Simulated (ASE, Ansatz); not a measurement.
**twisted 1T-TiS2 bilayer, 27.80° (234 atoms): close-ups with forces and charges**

The cell holds 234 atoms: 78 Ti and 156 S. Its edges and angles: a = 21.295 Å, b = 21.295 Å, c = 20.860 Å, α = 90.0°, β = 90.0°, γ = 120.0°. It derives from TiS2 (1T-TiS2). 1T-TiS2 (a = 3.41 Å) under 1T-TiS2 (a = 3.41 Å), bilayer, commensurate cell of 39 unit cells a layer, twist 27.80 deg; facing planes 3.14 Å apart; 12 Å of vacuum; layers as built, displaced by a Gaussian of 0.01 Å. Regions: layer 1, 117 atoms (39 Ti and 78 S); layer 2, 117 atoms (39 Ti and 78 S). Vacuum lies along c.

Method: Kohn-Sham DFT, PBEsol, PAW (set soft_2), plane waves (Ansatz 0.2.0; cutoff 420 eV, Γ point, fermi-dirac smearing of 0.05 eV), at the geometry as built.

The whole cell was solved; only parts of it are printed.

Local excerpt of 36 atoms (numbers count through the whole input) about S59, which bears the longest force; x, y, z are measured from there.

```csv
atom,x,y,z,distance (Å),bonds,Löwdin charge (e),Fx,Fy,Fz (eV/Å)
S59,0.00,0.00,0.00,0.00,3,-0.31,0.073,-0.040,-0.585
Ti58,-0.53,-1.89,-1.45,2.45,6,0.77,-0.035,0.061,0.090
Ti79,-1.35,1.43,-1.46,2.45,6,0.76,-0.060,-0.068,0.003
Ti94,1.92,0.47,-1.45,2.46,6,0.77,-0.149,-0.069,0.121
S62,-3.26,0.94,-0.03,3.40,3,-0.30,-0.002,-0.018,-0.338
S80,-0.83,3.30,-0.02,3.40,3,-0.29,0.115,0.091,-0.376
S41,-2.45,-2.36,-0.03,3.40,3,-0.30,0.062,-0.036,-0.316
S95,2.45,2.36,-0.03,3.41,3,-0.29,0.063,-0.031,-0.272
S56,0.84,-3.32,-0.02,3.43,3,-0.29,-0.086,0.070,-0.493
S77,3.29,-0.96,-0.02,3.43,3,-0.30,-0.039,0.096,-0.418
S228,1.52,0.07,3.12,3.47,3,-0.30,-0.036,-0.068,0.318
S63,-1.89,-0.46,-2.89,3.48,3,-0.31,-0.012,-0.106,0.356
S60,1.38,-1.43,-2.88,3.50,3,-0.30,-0.068,0.172,0.255
S81,0.56,1.92,-2.89,3.51,3,-0.30,-0.010,-0.173,0.370
S216,-1.77,-0.89,3.12,3.70,3,-0.30,0.022,0.075,0.268
S219,-0.96,2.42,3.11,4.05,3,-0.30,0.151,0.030,0.489
Ti61,-3.81,-0.94,-1.45,4.18,6,0.76,-0.002,0.081,-0.010
Ti97,1.09,3.78,-1.45,4.19,6,0.76,0.081,0.134,-0.056
Ti76,2.73,-2.83,-1.47,4.20,6,0.76,0.141,-0.196,0.138
S168,0.68,-3.26,3.12,4.56,3,-0.29,0.017,0.024,0.491
Ti226,-0.40,0.55,4.55,4.60,6,0.76,0.056,-0.043,-0.115
S96,3.83,0.94,-2.86,4.87,3,-0.29,0.024,-0.037,0.123
S66,-2.72,2.84,-2.89,4.88,3,-0.30,0.036,-0.021,0.358
S42,-1.07,-3.80,-2.89,4.90,3,-0.30,-0.081,0.100,0.420
S231,2.34,3.38,3.11,5.16,3,-0.30,-0.083,-0.011,0.432
Ti184,2.05,-1.84,4.54,5.31,6,0.76,0.032,0.017,-0.090
Ti40,-2.98,-4.27,-1.44,5.40,6,0.76,-0.130,0.111,-0.110
Ti82,-2.17,4.73,-1.45,5.40,6,0.76,-0.103,0.065,-0.072
Ti55,0.27,-5.21,-1.45,5.41,6,0.76,0.170,0.074,-0.079
Ti109,5.19,-0.48,-1.47,5.41,6,0.76,0.032,0.007,0.141
Ti112,4.39,2.82,-1.45,5.42,6,0.76,-0.080,0.176,0.104
Ti64,-4.65,2.37,-1.46,5.42,6,0.76,0.145,-0.028,0.056
Ti166,-1.23,-2.77,4.55,5.47,6,0.76,0.202,-0.083,-0.100
S204,-4.24,1.48,3.13,5.47,3,-0.30,0.066,-0.061,0.365
S186,3.97,-2.30,3.09,5.53,3,-0.31,-0.015,-0.066,0.534
Ti232,2.88,1.46,4.56,5.58,6,0.76,0.106,0.090,-0.122
```

The column of bonds counts only the pairs S-Ti within 3.10 Å; other neighbours, such as metal atoms beside each other in a compound, aren't counted, and periodic images can show an atom twice.

The surroundings of S2, picked at random, nearest first, numbered as they follow in the input and with coordinates relative to it.

```csv
atom,x,y,z,distance (Å),bonds,Löwdin charge (e),Fx,Fy,Fz (eV/Å)
S2,0.00,0.00,0.00,0.00,3,-0.31,-0.012,0.121,-0.391
Ti1,-0.57,-1.87,-1.44,2.43,6,0.76,0.173,0.173,0.017
Ti22,1.90,0.50,-1.44,2.44,6,0.76,-0.063,-0.142,0.150
Ti4,-1.39,1.45,-1.44,2.47,6,0.76,0.235,-0.011,0.087
S116,0.81,-3.28,0.00,3.38,3,-0.30,0.019,-0.067,-0.315
S101,-2.45,-2.34,-0.01,3.39,3,-0.28,-0.048,0.065,-0.331
S20,3.26,-0.93,0.00,3.39,3,-0.31,0.066,0.073,-0.460
S104,-3.27,0.96,-0.01,3.41,3,-0.29,-0.162,0.016,-0.197
S5,-0.83,3.32,0.00,3.42,3,-0.30,0.023,0.030,-0.424
S23,2.47,2.38,0.02,3.43,3,-0.31,-0.039,0.102,-0.551
S3,1.37,-1.38,-2.86,3.46,3,-0.31,-0.065,-0.105,0.332
S105,-1.91,-0.46,-2.86,3.47,3,-0.30,-0.080,-0.033,0.245
S6,0.53,1.92,-2.85,3.48,3,-0.30,0.096,0.026,0.285
S132,0.68,-1.35,3.15,3.49,3,-0.30,0.096,0.037,0.259
S123,-1.77,1.04,3.14,3.75,3,-0.31,-0.026,-0.027,0.437
S135,1.50,1.98,3.15,4.01,3,-0.29,-0.010,-0.109,0.254
Ti19,2.72,-2.83,-1.41,4.17,6,0.76,0.073,0.128,-0.013
Ti103,-3.83,-0.92,-1.42,4.19,6,0.76,-0.014,0.009,-0.084
Ti25,1.10,3.81,-1.43,4.22,6,0.77,-0.066,-0.045,0.098
S225,-2.58,-2.26,3.15,4.66,3,-0.30,-0.070,-0.175,0.511
Ti130,-1.23,-0.84,4.57,4.81,6,0.76,-0.048,-0.112,-0.001
S102,-1.10,-3.77,-2.84,4.85,3,-0.30,0.082,-0.014,0.163
S24,3.82,0.96,-2.87,4.87,3,-0.30,0.050,0.038,0.392
S108,-2.72,2.86,-2.86,4.87,3,-0.30,-0.166,0.013,0.291
Ti145,2.05,0.08,4.57,5.01,6,0.76,0.026,-0.062,-0.013
S147,3.97,-0.40,3.15,5.09,3,-0.30,-0.080,0.054,0.310
Ti133,-0.39,2.45,4.57,5.20,6,0.76,-0.152,0.060,0.015
Ti115,0.28,-5.17,-1.43,5.37,6,0.77,-0.058,-0.079,0.041
Ti100,-3.00,-4.23,-1.42,5.37,6,0.75,-0.070,-0.257,0.040
Ti37,5.18,-0.44,-1.44,5.40,6,0.76,-0.081,-0.156,0.003
Ti40,4.37,2.85,-1.42,5.41,6,0.76,-0.130,0.111,-0.110
Ti106,-4.66,2.39,-1.42,5.42,6,0.77,-0.040,-0.017,-0.063
Ti7,-2.19,4.75,-1.42,5.42,6,0.76,-0.004,0.010,-0.012
S126,-0.96,4.35,3.15,5.45,3,-0.30,0.020,-0.012,0.373
S129,-0.14,-4.65,3.14,5.61,3,-0.30,-0.002,0.035,0.314
Ti142,1.22,-3.24,4.57,5.73,6,0.77,-0.010,0.110,0.125
S144,3.15,-3.70,3.13,5.78,3,-0.30,-0.100,-0.053,0.428
S98,-1.66,-5.65,0.00,5.89,3,-0.31,0.076,-0.059,-0.239
S86,-5.72,-1.40,0.00,5.89,3,-0.30,-0.061,0.013,-0.220
S17,4.11,-4.23,0.01,5.90,3,-0.30,-0.063,-0.042,-0.375
S117,2.18,-4.69,-2.85,5.90,3,-0.30,-0.043,-0.095,0.247
S38,5.74,1.44,0.00,5.91,3,-0.29,-0.042,-0.081,-0.270
S26,1.62,5.69,0.00,5.92,3,-0.30,0.007,0.050,-0.454
S107,-4.11,4.27,0.00,5.93,3,-0.30,0.023,0.066,-0.359
S87,-4.38,-2.84,-2.84,5.94,3,-0.29,0.002,0.167,0.131
S21,4.64,-2.37,-2.86,5.94,3,-0.30,-0.052,0.158,0.372
```

The column of bonds counts only the pairs S-Ti within 3.10 Å; other neighbours, such as metal atoms beside each other in a compound, aren't counted, and periodic images can show an atom twice.

Length of the force by element:

| element | coordination | atoms | mean length of the force (eV/Å) | spread | least | most |
| --- | --- | --- | --- | --- | --- | --- |
| S | all | 156 | 0.357 | 0.0947 | 0.114 | 0.591 |
| Ti | all | 78 | 0.156 | 0.0658 | 0.0165 | 0.333 |

Löwdin charges by element (they lack the spilled electrons, 0.054 e an atom on average):

| element | coordination | atoms | mean charge (e) | spread | least | most |
| --- | --- | --- | --- | --- | --- | --- |
| S | all | 156 | -0.301 | 0.0055 | -0.314 | -0.281 |
| Ti | all | 78 | 0.762 | 0.0034 | 0.754 | 0.769 |

The functional has no dispersion term, which matters for the binding between molecules or layers. The main run has no spin polarisation, so moments on Ti can't form in it, and no Hubbard term. Only the Γ point is sampled, in a cell whose shortest periodic width is 18 Å, which is coarse for a cell with partly filled levels. The Löwdin charges lack the electrons that the projection spills, 0.054 e an atom on average.

[Logs are printed without paths, hosts, clocks, repeated set-up lines and the standing remarks that a program may print on its own settings, such as how far it seeks lower states.]

[Hosts, paths, dates, database ids (printed as entryN), source tags and the programs' standing remarks are cut or masked in the printed files.]
